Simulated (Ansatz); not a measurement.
# Y: do energies and stresses tell the same story?

All numbers below come from DFT r2SCAN, scalar-relativistic, plane waves, PAW (Ansatz 0.2.0).

Cutoff 500 eV; k points 14×14×14 on the computed 1-atom cell (Γ-centred); Gaussian smearing, width 0.10 eV; no spin polarisation.

Relaxed cell: Fm-3m, a = 5.101 Å, b = 5.101 Å, c = 5.101 Å, α = 90.00°, β = 90.00°, γ = 90.00°, 1 atom in the primitive cell. This fcc form isn't the element's structure at ambient conditions.

Energies at zero smearing and pressures from the stress tensor, at volumes with shape and atoms relaxed:
```tsv
V (Å³/atom)	E − E(first) (meV/atom)	P (GPa)
29.199	0.00	5.88
30.194	-30.95	4.13
31.190	-51.76	2.59
32.185	-63.52	1.22
33.180	-67.22	0.01
34.176	-63.80	-1.05
35.171	-54.11	-1.99
36.498	-32.69	-3.07
```

Problem. Check P = −dE/dV between neighbouring volumes, and get the bulk modulus from the pressures alone.

Solution. With 1 eV/Å³ = 160.2 GPa:
```csv
middle V (Å³/atom),−ΔE/ΔV (GPa),mean P (GPa)
29.696,4.982,5.007
30.692,3.349,3.361
31.687,1.893,1.905
32.683,0.596,0.617
33.678,-0.552,-0.518
34.674,-1.560,-1.518
35.835,-2.586,-2.530
```

The two differ by 0.06 GPa at most. The mean of two end pressures misses the average over a step by about ΔV² P″/12, up to 0.02 GPa here; with that taken off 0.04 GPa remains. The stress is the derivative of the free energy, not of the energy at zero smearing, and with free energies 0.00 GPa remains. Around V = 33.180 Å³/atom, the two neighbours give B = −V ΔP/ΔV = 33.180 × 2.27 / 1.991 = 37.8 GPa, against B0 = 38.0 GPa from the Birch–Murnaghan fit of the energies.